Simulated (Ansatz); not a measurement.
# Se: strain and displacement

```xyz
3
Lattice="4.3552 0.0000 0.0000 -2.1776 3.7717 0.0000 0.0000 0.0000 4.9494" Properties=species:S:1:pos:R:3 pbc="T T T"
Se    0.9451    0.0000    0.8249
Se   -0.4725    0.8185    4.1245
Se    1.7050    2.9532    2.4747
```

Atom numbers follow the list: Se1, Se2, Se3.

The geometry is COD entry 9008579, unchecked; take it as a test cell.

Theory: DFT, PBE, all-electron PAW with datasets made for the crystal, scalar-relativistic (Ansatz 0.2.0).

Numerical set-up: a Γ-centred 8×8×6 k mesh, Fermi–Dirac smearing of 0.03 eV, cutoff 200 eV (chosen by the program for this cell), no spin polarisation.

The unchanged cell is at 5.51 GPa.

Semilocal functionals give too small gaps.

x, y and z are the Cartesian axes of the cell as listed; fractional coordinates follow a strain, and an engineering shear is twice the off-diagonal strain component.

With equal xy, yz and zx engineering shear strains of -2 %: energy change +3 meV/atom; stress change (xx, yy, zz, yz, xz, xy) -0.48, 0.56, 0.05, 1.13, 0.57, -0.23 GPa, compression positive; change of the force on Se3 (0.099, -0.090, -0.349) eV/Å; gap on the k mesh 1.12 → 1.08 eV.

(1) With this change (equal xy, yz and zx engineering shear strains of +1 %), what becomes of the energy and stress and forces and gap?

(2) With this change (equal xy, yz and zx engineering shear strains of +3 %), what becomes of the energy and stress and forces and gap?

With equal xy, yz and zx engineering shear strains of -3 %: energy change +6 meV/atom; stress change (xx, yy, zz, yz, xz, xy) -0.70, 0.87, 0.12, 1.71, 0.82, -0.35 GPa, compression positive; change of the force on Se3 (0.146, -0.141, -0.523) eV/Å; gap on the k mesh 1.12 → 1.05 eV.

(3) With this change (equal xy, yz and zx engineering shear strains of -1 %), what becomes of the energy and stress and forces and gap?

(4) With this change (equal xy, yz and zx engineering shear strains of +2 %), what becomes of the energy and stress and forces and gap?

Answers

(1) Energy change under 1 meV/atom; stress change (xx, yy, zz, yz, xz, xy) 0.26, -0.24, 0.01, -0.55, -0.31, 0.12 GPa, compression positive; change of the force on Se3 (-0.052, 0.037, 0.175) eV/Å; gap on the k mesh 1.12 → 1.10 eV.

(2) Energy change +6 meV/atom; stress change (xx, yy, zz, yz, xz, xy) 0.81, -0.64, 0.12, -1.62, -1.00, 0.37 GPa, compression positive; change of the force on Se3 (-0.165, 0.097, 0.525) eV/Å; gap on the k mesh 1.12 → 1.04 eV.

(3) Energy change under 1 meV/atom; stress change (xx, yy, zz, yz, xz, xy) -0.25, 0.26, 0.01, 0.56, 0.29, -0.12 GPa, compression positive; change of the force on Se3 (0.050, -0.042, -0.175) eV/Å; gap on the k mesh 1.12 → 1.10 eV.

(4) Energy change +3 meV/atom; stress change (xx, yy, zz, yz, xz, xy) 0.53, -0.45, 0.05, -1.09, -0.65, 0.24 GPa, compression positive; change of the force on Se3 (-0.107, 0.070, 0.350) eV/Å; gap on the k mesh 1.12 → 1.07 eV.
